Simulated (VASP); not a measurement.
# AlN (P6_3mc) in VASP: phonons with LDA

Aim: the phonons of AlN with LDA.

Everything below comes from runs of VASP 6.6.1. Logs are shortened: lines on timing, memory, paths and dates and some standing lists are left out, and cuts for length are marked.

**1. Starting point**

Symmetry: P6_3mc, No. 186, hexagonal system. The conventional cell has a = 3.091 Å, b = 3.091 Å, c = 4.948 Å, α = 90.00°, β = 90.00°, γ = 120.00°. Al (site symmetry 3m) has 4 N at 1.88 to 1.89 Å as nearest neighbours. Around N (site symmetry 3m) lie 4 Al at 1.88 to 1.89 Å.

The cell was built by a generator and needn't be a form met in nature.

**2. Phonons, LDA**

Input file POSCAR:

```
AlN
1.0
    3.0912950000      0.0000000000      0.0000000000
   -1.5456475000      2.6771400006      0.0000000000
    0.0000000000      0.0000000000      4.9478700000
Al N
2 2
Direct
    0.3333333333      0.6666666667      0.0000000000
    0.6666666667      0.3333333333      0.5000000000
    0.3333333333      0.6666666667      0.3819520000
    0.6666666667      0.3333333333      0.8819520000
```

Input file INCAR.step1:

```
  PREC = Accurate
  ENCUT = 600
  EDIFF = 1E-8
  ISMEAR = 0
  SIGMA = 0.05
  LREAL = False
  LASPH = True
  NELM = 60
  ALGO = Normal
  ISIF = 3
  LWAVE = False
  LCHARG = False
  IBRION = 2
  NSW = 40
  EDIFFG = -0.002
```

Input file INCAR.step2:

```
  PREC = Accurate
  ENCUT = 600
  EDIFF = 1E-8
  ISMEAR = 0
  SIGMA = 0.05
  LREAL = False
  LASPH = True
  NELM = 60
  ALGO = Normal
  ISIF = 2
  LWAVE = False
  LCHARG = False
  IBRION = 8
  NSW = 1
```

Input file KPOINTS:

```
Automatic mesh
0
Gamma
  9 9 6
```

Potentials or basis: VASP PAW LDA potentials, release 64 (Al, N).

Launch:

```
$ cat potpaw_LDA.64/Al/POTCAR potpaw_LDA.64/N/POTCAR > POTCAR
$ cp INCAR.step1 INCAR
$ mpirun -np 1 vasp_std > vasp.out
$ cp CONTCAR POSCAR
$ cp INCAR.step2 INCAR
$ mpirun -np 1 vasp_std > vasp.out
```

OUTCAR:

```text
PREC = Accurate
   ENCUT = 600
   EDIFF = 1E-8
   ISMEAR = 0
   LREAL = False
   LASPH = True
   NELM = 60
   ISIF = 2
   IBRION = 8
   NSW = 1

 ion  position               nearest neighbor table
   1  0.333  0.667  0.000-   4 1.88   4 1.88   4 1.88   3 1.89   2 3.05   2 3.05   2 3.05   2 3.05
                             2 3.05   2 3.05
   2  0.667  0.333  0.500-   3 1.88   3 1.88   3 1.88   4 1.89   1 3.05   1 3.05   1 3.05   1 3.05
                             1 3.05   1 3.05
   3  0.333  0.667  0.382-   2 1.88   2 1.88   2 1.88   1 1.89
   4  0.667  0.333  0.882-   1 1.88   1 1.88   1 1.88   2 1.89

  LATTYP: Found a hexagonal cell.
 ALAT       =     3.0912950000
 C/A-ratio  =     1.6005816333

  Lattice vectors:

 A1 = (   3.0912950000,   0.0000000000,   0.0000000000)
 A2 = (  -1.5456475000,   2.6771400006,   0.0000000000)
 A3 = (   0.0000000000,   0.0000000000,   4.9478700000)

Analysis of symmetry for initial positions (statically):
=====================================================================
 Subroutine PRICEL returns:
 Original cell was already a primitive cell.

 Routine SETGRP: Setting up the symmetry group for a
 hexagonal supercell.

 Subroutine GETGRP returns: Found 12 space group operations
 (whereof  6 operations were pure point group operations)
 out of a pool of 24 trial point group operations.

The static configuration has the point symmetry C_3v.
 The point group associated with its full space group is C_6v.

Analysis of symmetry for dynamics (positions and initial velocities):
=====================================================================
 Subroutine PRICEL returns:
 Original cell was already a primitive cell.

 Routine SETGRP: Setting up the symmetry group for a
 hexagonal supercell.

 Subroutine GETGRP returns: Found 12 space group operations
 (whereof  6 operations were pure point group operations)
 out of a pool of 24 trial point group operations.

The dynamic configuration has the point symmetry C_3v.
 The point group associated with its full space group is C_6v.

 Subroutine INISYM returns: Found 12 space group operations
 (whereof  6 operations are pure point group operations),
 and found     1 'primitive' translations

----------------------------------------------------------------------------------------

                                     Primitive cell

  volume of cell :      40.9477

  direct lattice vectors                    reciprocal lattice vectors
     3.091295000  0.000000000  0.000000000     0.323489023  0.186766475  0.000000000
    -1.545647500  2.677140001  0.000000000     0.000000000  0.373532949  0.000000000
     0.000000000  0.000000000  4.947870000     0.000000000  0.000000000  0.202107169

  length of vectors
     3.091295000  3.091295000  4.947870000     0.373532949  0.373532949  0.202107169

  position of ions in fractional coordinates (direct lattice)
     0.333333333  0.666666667  0.000000000
     0.666666667  0.333333333  0.500000000
     0.333333333  0.666666667  0.381952000
     0.666666667  0.333333333  0.881952000

  ion indices of the primitive-cell ions
   primitive index   ion index
                 1           1
                 2           2
                 3           3
                 4           4

----------------------------------------------------------------------------------------

 KPOINTS: Automatic mesh

Automatic generation of k-mesh.
 Grid dimensions read from file:
 generate k-points for:    9    9    6

 Generating k-lattice:

  Cartesian coordinates                     Fractional coordinates (reciprocal lattice)
     0.035943225  0.020751831  0.000000000     0.111111111  0.000000000  0.000000000
     0.000000000  0.041503661  0.000000000     0.000000000  0.111111111  0.000000000
     0.000000000  0.000000000  0.033684528     0.000000000  0.000000000  0.166666667

  Length of vectors
[... 90 lines left out ...]
 maximum number of plane-waves:      1387
 NGX is ok and might be reduce to    28
   NGX = 13   NGY = 13   NGZ = 19

--------------------------------------- Ionic step        1  -------------------------------------------

 number of electron      15.9999999 magnetization

 Free energy of the ion-electron system (eV)
  ---------------------------------------------------
  ext. energy  EPLUGINS =         0.00000000
  ---------------------------------------------------
  free energy    TOTEN  =       -32.84253164 eV

  energy without entropy =      -32.84253164  energy(sigma->0) =      -32.84253164

 E-fermi :   6.2835     XC(G=0): -11.3319

 val. band max:        6.0881954215   @ k =   0.0000   0.0000   0.0000
 cond. band min:      10.4892975375   @ k =   0.0000   0.0000   0.0000
 fundamental gap:      4.4011021160
 Fermi energy:         6.2835037467

 k-point     1 :       0.0000    0.0000    0.0000
  band No.  band energies     occupation
      1      -9.0686      2.00000
      2      -6.7835      2.00000
      3      -0.0536      2.00000
      4       5.2007      2.00000
      5       5.2007      2.00000
      6       5.8614      2.00000
      7       5.8614      2.00000
      8       6.0882      2.00000
      9      10.4893      0.00000
     10      12.7973      0.00000
     11      16.7229      0.00000
     12      17.1686      0.00000
[... 331 lines left out ...]
 k-point    24 :       0.3333    0.3333    0.1667
  band No.  band energies     occupation
      1      -6.3976      2.00000
      2      -6.3976      2.00000
      3       1.2373      2.00000
      4       1.8308      2.00000
      5       1.8308      2.00000
      6       3.3082      2.00000
      7       4.1694      2.00000
      8       4.1694      2.00000
      9      11.4059      0.00000
     10      14.3360      0.00000
     11      15.1955      0.00000
     12      15.1955      0.00000

 [... further k-points ...]

------------------------ aborting loop because EDIFF is reached ----------------------------------------

  FORCE on cell =-STRESS in cart. coord.  units (eV):
  Direction    XX          YY          ZZ          XY          YZ          ZX
  --------------------------------------------------------------------------------------
  -------------------------------------------------------------------------------------
  Total        0.0008458      0.0008458     -0.0001761      0.0000000      0.0000000      0.0000000
  in kB        0.0330950      0.0330950     -0.0068891      0.0000000      0.0000000      0.0000000
  external PRESSURE =       0.0197670 kB  Pullay stress =       0.0000000 kB

 VOLUME and BASIS-vectors are now :
 -----------------------------------------------------------------------------
  energy-cutoff  :      600.00
  volume of cell :       40.95
      direct lattice vectors                 reciprocal lattice vectors
     3.091295000  0.000000000  0.000000000     0.323489023  0.186766475  0.000000000
    -1.545647500  2.677140001  0.000000000     0.000000000  0.373532949  0.000000000
     0.000000000  0.000000000  4.947870000     0.000000000  0.000000000  0.202107169

 POSITION                                       TOTAL-FORCE (eV/Angst)
 -----------------------------------------------------------------------------------
     -0.00000      1.78476      0.00000        -0.000000     -0.000000     -0.000158
      1.54565      0.89238      2.47393        -0.000000     -0.000000     -0.000158
     -0.00000      1.78476      1.88985         0.000000     -0.000000      0.000158
      1.54565      0.89238      4.36378        -0.000000      0.000000      0.000158
 -----------------------------------------------------------------------------------
    total drift:                               -0.000000      0.000000     -0.000604

  FREE ENERGIE OF THE ION-ELECTRON SYSTEM (eV)
  ---------------------------------------------------
  free  energy   TOTEN  =       -32.8425316387 eV

  energy  without entropy=      -32.8425316386  energy(sigma->0) =      -32.84253164

[... ionic steps 2 to 9 ...]

--------------------------------------- Ionic step       10  -------------------------------------------

------------------------ aborting loop because EDIFF is reached ----------------------------------------

[... ionic steps 11 to 11 ...]

--------------------------------------- Ionic step       12  -------------------------------------------

 Free energy of the ion-electron system (eV)
  ---------------------------------------------------
  ---------------------------------------------------
  free energy    TOTEN  =        -0.25065154 eV

  energy without entropy =       -0.25065154

------------------------ aborting loop because EDIFF is reached ----------------------------------------

 INTERNAL STRAIN TENSOR  FOR ION    3  DIRECTION 3   (eV/Angst):
 -----------------------------------------------------------------------------
     5.90250  0.00000 -0.00000
     0.00000  5.90250 -0.00000
    -0.00000  0.00000-13.06852

 INTERNAL STRAIN TENSOR FOR ION    4 for displacements in x,y,z  (eV/Angst):
          X           Y           Z          XY          YZ          ZX
  --------------------------------------------------------------------------------
  x     0.00000    -0.00000     0.00000    11.11978    -0.00000     5.63057
  y    11.11978   -11.11978    -0.00000     0.00000     5.65786     0.00000
  z     5.90250     5.90250   -13.06852     0.00000     0.00000     0.00000

 SECOND DERIVATIVES (NOT SYMMETRIZED)
 ------------------------------------
               1X          1Y          1Z          2X          2Y          2Z          3X          3Y          3Z          4X          4Y          4Z
  1X   -16.440379    0.000000    0.000000    0.673429   -0.000000   -0.000000    1.487825    0.000000    0.000000   14.279125    0.000000    0.000000
  1Y    -0.000000  -16.440379    0.000000    0.000000    0.673429    0.000000    0.000000    1.487825    0.000000    0.000000   14.279125    0.000000
  1Z     0.000000    0.000000  -21.823964    0.000000    0.000000    8.615826    0.000000    0.000000    6.720632    0.000000   -0.000000    6.487506
  2X     0.673429   -0.000000    0.000000  -16.440379    0.000000    0.000000   14.279125    0.000000    0.000000    1.487825   -0.000000    0.000000
  2Y     0.000000    0.673429   -0.000000    0.000000  -16.440379    0.000000   -0.000000   14.279125    0.000000    0.000000    1.487825   -0.000000
  2Z     0.000000   -0.000000    8.615826    0.000000    0.000000  -21.823964    0.000000    0.000000    6.487506    0.000000   -0.000000    6.720632
  3X     1.489964    0.000000   -0.000000   14.280757   -0.000000    0.000000  -16.516566    0.000000   -0.000000    0.745845    0.000000    0.000000
  3Y     0.000000    1.489964    0.000000    0.000000   14.280757    0.000000   -0.000000  -16.516566    0.000000    0.000000    0.745845    0.000000
  3Z     0.000000   -0.000000    6.687219    0.000000    0.000000    6.516422    0.000000    0.000000  -20.407838    0.000000    0.000000    7.204197
  4X    14.280757    0.000000    0.000000    1.489964    0.000000   -0.000000    0.745845   -0.000000    0.000000  -16.516566    0.000000    0.000000
  4Y     0.000000   14.280757    0.000000    0.000000    1.489964    0.000000    0.000000    0.745845    0.000000    0.000000  -16.516566    0.000000
  4Z     0.000000   -0.000000    6.516422    0.000000    0.000000    6.687219   -0.000000    0.000000    7.204197   -0.000000    0.000000  -20.407838

 Eigenvectors and eigenvalues of the dynamical matrix
 ----------------------------------------------------

   1 f  =   21.955053 THz   137.947667 2PiTHz  732.341744 cm-1    90.798763 meV
             X         Y         Z           dx          dy          dz
     -0.000000  1.784760  0.000000    -0.000000   -0.000000    0.008704
      1.545648  0.892380  2.473935    -0.000000   -0.000000   -0.008704
     -0.000000  1.784760  1.889849     0.000000    0.000000   -0.707053
      1.545648  0.892380  4.363784     0.000000    0.000000    0.707053
[... 71 lines left out ...]
  12 f/i=    0.001511 THz     0.009496 2PiTHz    0.050411 cm-1     0.006250 meV
             X         Y         Z           dx          dy          dz
     -0.000000  1.784760  0.000000     0.000000   -0.000000   -0.573710
      1.545648  0.892380  2.473935     0.000000   -0.000000   -0.573710
     -0.000000  1.784760  1.889849     0.000000   -0.000000   -0.413349
      1.545648  0.892380  4.363784     0.000000   -0.000000   -0.413349

--------------------------------------------------------------------------------------------------------

 ELASTIC MODULI CONTR FROM IONIC RELAXATION (kBar)
 Direction    XX          YY          ZZ          XY          YZ          ZX
 --------------------------------------------------------------------------------
 XX        -774.7305    360.8752    458.1132      0.0000     -0.0000      0.0000
 YY         360.8752   -774.7305    458.1132     -0.0000     -0.0000     -0.0000
 ZZ         458.1132    458.1132  -1014.2081      0.0000      0.0000     -0.0000
 XY           0.0000     -0.0000      0.0000   -567.8028      0.0000     -0.0000
 YZ           0.0000      0.0000      0.0000      0.0000   -144.7987      0.0000
 ZX           0.0000     -0.0000     -0.0000     -0.0000      0.0000   -154.0920
 --------------------------------------------------------------------------------
```

It took 5.1 min on 1 thread of AMD EPYC 9R45 (Zen 5), shared host; peak memory 0.41 GiB.

Results:

```yaml
Highest_phonon_frequency_at_Γ_LO-TO_splitting_left_out: 732 cm⁻¹
```

Phonon frequencies in cm⁻¹ (negative: imaginary):
```
              q point                                frequencies
(0.000, 0.000, 0.000)  0 0 0 239 239 554 624 671 671 682 682 732
```
